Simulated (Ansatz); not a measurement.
# SiC: random displacements

Theory: Ansatz, DFT PBE, scalar-relativistic, plane waves, PAW. Settings: plane waves to 420 eV, k-mesh 12×12×4 (Γ-centred), Gaussian smearing 0.05 eV. No spin polarisation. Energies are free energies at this smearing, counted from the undisturbed cell; pressure is positive in compression.

The starting cell (relaxed at this level):

```
Si C
1.0
     3.09412    0.00000    0.00000
    -1.54706    2.67959    0.00000
     0.00000    0.00000   10.12934
Si C
4 4
Direct
  0.66667 0.33333 0.93784
  0.33333 0.66667 0.43784
  0.00000 0.00000 0.68790
  0.00000 0.00000 0.18790
  0.66667 0.33333 0.74981
  0.33333 0.66667 0.24981
  0.00000 0.00000 0.50045
  0.00000 0.00000 0.00045
```

The atoms are displaced (Å, in the unstrained cell):

```
atom ux uy uz
 Si1   0.021   0.222   0.059
 Si2  -0.073   0.090  -0.181
 Si3   0.339   0.019  -0.132
 Si4  -0.122  -0.054   0.192
  C5  -0.185   0.202   0.257
  C6  -0.128  -0.181  -0.117
  C7   0.059  -0.004  -0.254
  C8   0.090  -0.293   0.178
```

Strain (Voigt, engineering shear): (-0.0046, -0.0274, 0.0313, 0.1126, -0.1675, -0.0240).

(1) What are the energy change, the stress and the forces?

Results:

(1) ΔE = 882.7 meV/atom; stress (xx, yy, zz, yz, xz, xy; compression positive) (8.10, 37.93, 11.89, 7.96, 13.81, 1.31) GPa.
| atom | Fx (eV/Å) | Fy | Fz |
| --- | --- | --- | --- |
| Si1 | -0.17 | -11.47 | -2.29 |
| Si2 | 1.62 | -1.61 | 0.70 |
| Si3 | -1.10 | -1.99 | 0.71 |
| Si4 | -0.70 | -3.85 | -5.94 |
| C5 | 0.78 | 1.67 | -4.37 |
| C6 | 1.65 | 4.12 | 3.67 |
| C7 | -0.54 | 0.65 | 2.69 |
| C8 | -1.53 | 12.49 | 4.82 |

Cost: 1 run of about 0.53 core-minutes, on Intel Xeon 6975P-C (Granite Rapids) (shared hosts).